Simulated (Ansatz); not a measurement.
# From the elastic tensor of GaP to moduli and sound speeds

These are results of Ansatz, DFT LDA, scalar-relativistic, plane waves, PAW, not measurements. Settings: 420 eV plane-wave cutoff, Γ-centred 6×6×6 mesh, fixed occupations. No spin polarisation.

It takes space group F-43m (No. 216, cubic). The conventional cell has a = 5.392 Å, b = 5.392 Å, c = 5.392 Å, α = 90.00°, β = 90.00°, γ = 90.00°. Ga (site symmetry -43m) is surrounded by 4 P at 2.33 Å. Around P (site symmetry -43m) lie 4 Ga at 2.33 Å.

The cell is the ideal cubic zincblende prototype.

Relaxed-ion constants (GPa, on the Cartesian axes of the calculation):
```
142.8  64.2  64.2   0.0   0.0   0.0
 64.2 142.8  64.2   0.0   0.0   0.0
 64.2  64.2 142.8   0.0   0.0   0.0
  0.0   0.0   0.0  71.0   0.0   0.0
  0.0   0.0   0.0   0.0  71.0   0.0
  0.0   0.0   0.0   0.0   0.0  71.0
```

Density 4.267 g/cm³; 2 atoms in 39.18 Å³.

The values that follow are for a polycrystal of randomly turned grains, by Hill's mean where one number stands.

With S = C⁻¹: B_V = (C11+C22+C33+2(C12+C13+C23))/9, G_V = (C11+C22+C33−C12−C13−C23+3(C44+C55+C66))/15, 1/B_R = S11+S22+S33+2(S12+S13+S23), 15/G_R = 4(S11+S22+S33−S12−S13−S23)+3(S44+S55+S66); Hill is their mean. Then v_l = √((B+4G/3)/ρ), v_t = √(G/ρ), v_m = [(2/v_t³+1/v_l³)/3]^(−1/3) and Θ = (ħ/k_B)·v_m·(6π²n/V)^(1/3) for n atoms in the volume V; E = 9BG/(3B+G), ν = (3B−2G)/(2(3B+G)) and A^U = 5G_V/G_R + B_V/B_R − 6.

* Bulk modulus, Voigt / Reuss / Hill: 90.4 / 90.4 / 90.4 GPa
* Shear modulus, Voigt / Reuss / Hill: 58.3 / 53.7 / 56.0 GPa
* Young's modulus: 139 GPa
* Poisson ratio: 0.243
* Pugh ratio B/G: 1.61
* Universal anisotropy index: 0.43
* Longitudinal and transverse sound speeds: 6219 and 3622 m/s
* Debye temperature from the mean sound speed: 444 K

Cost: 1 run of about 0.53 core-minutes, on Oxide Virtual Turin-like Processor (Zen 5) (shared hosts).

GaP resists shear very differently depending on direction. C44, at 71.0 GPa, lies well above half the difference between C11 and C12, so the crystal is stiffest in tension along the ⟨111⟩ bond directions and most compliant along the cube axes. This follows from the open tetrahedral network of directional sp³ bonds. A tetragonal shear can be taken up mainly by changing bond angles, whereas the shear governed by C44 also stretches bonds, even after the two sublattices have shifted against each other. Nearest-neighbour central forces alone would leave C11 equal to C12, so the clear gap between them reflects the angular stiffness of the covalent bonds.

The lattice parameter is slightly shorter than the measured one, as expected from LDA overbinding, which probably also stiffens the bonds a little. The constants satisfy the cubic stability conditions for small homogeneous strains, but this doesn't test phonons at finite wavevector. Nor does the Pugh ratio settle how a single crystal fractures, which depends on cleavage energies and dislocation mobility.
